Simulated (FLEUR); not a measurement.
**HfO2 under changes of volume**

One of the cells (11.152 Å³/atom); the others are scaled copies at fixed shape and fractional positions:

```
Hf O
1.0
     0.00000    2.55750    2.55750
     2.55750    0.00000    2.55750
     2.55750    2.55750    0.00000
Hf O
1 2
Cartesian
  0.0000 0.0000 0.0000
  3.8363 3.8363 3.8363
  1.2788 1.2788 1.2788
```

Measurements of this composition are mostly on another form, of space group No. 14.

```yaml
Program: FLEUR MaX-R8.1 (later development tree)
Functional: LDA
Potentials_or_basis: all-electron
Basis: FLAPW
Kmax: 5 1/bohr
k_mesh: 9 × 9 × 9
Occupations: fermi-dirac, width 0.05 eV
Spin: no spin polarisation
```

| volume (Å³/atom) | energy over the lowest point (meV/atom) | gap on the mesh (eV) |
| --- | --- | --- |
| 10.483 | 0.00 | 3.76 |
| 10.706 | 6.35 | 3.71 |
| 11.152 | 40.08 | 3.61 |
| 11.598 | ? | ? |
| 11.821 | 133.38 | 3.46 |

Question: What does the run at 11.598 Å³/atom give?

Answer: Energy over the lowest point 97.52 meV/atom; gap on the mesh 3.51 eV.

Worked out: A Birch-Murnaghan fit of order 2 (a polynomial in V^(-2/3)) to the other rows has its minimum at 10.42 Å³/atom, just outside them, with B0 = V·E''(V) = 280 GPa. It gives 97.36 meV/atom at 11.598 Å³/atom, against the run's 97.52. A straight line through the other rows of the gap, of slope -2.5 eV per unit of ln V, gives 3.51 eV, against the run's 3.51.

Energies are extrapolated to zero smearing.

Caveats: spin-orbit coupling is left out, which moves the levels of the heavy elements; an odd mesh through Γ misses points on the zone boundary, where band edges often lie.
